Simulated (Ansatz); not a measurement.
Relaxed BaF2 (fluorite):

```yaml
crystal:
  lattice:
    - [0.00000, 3.12321, 3.12321]
    - [3.12321, 0.00000, 3.12321]
    - [3.12321, 3.12321, 0.00000]
  atoms:
    - { symbol: Ba, position: [0.00000, 0.00000, 0.00000] }
    - { symbol: F, position: [0.25000, 0.25000, 0.25000] }
    - { symbol: F, position: [0.75000, 0.75000, 0.75000] }
```

Level of theory: PBE (plane waves to 420 eV, PAW, scalar-relativistic; Ansatz, an electronic-structure program). k mesh 7×7×7 (Γ-centred), Fermi-Dirac smearing 0.05 eV. BaF2 was relaxed with its symmetry unable to fall.

One atom of the cell was then moved (with its periodic images), all else fixed, and the forces (eV/Å) came out as:

```json
[
 {"atom": "Ba1", "Fx": "0.000", "Fy": "0.000", "Fz": "0.239"},
 {"atom": "F2", "Fx": "0.000", "Fy": "0.000", "Fz": "0.184"},
 {"atom": "F3", "Fx": "0.000", "Fy": "0.000", "Fz": "-0.423"}
]
```

### Question
Which atom was moved, and by which vector (Å)?

### Answer
F3, by (0.00, 0.00, 0.16), 0.16 Å in all.

(A displaced cell: forces are minus the slopes of the energy, force constants its curvatures, and phonons follow from these.)
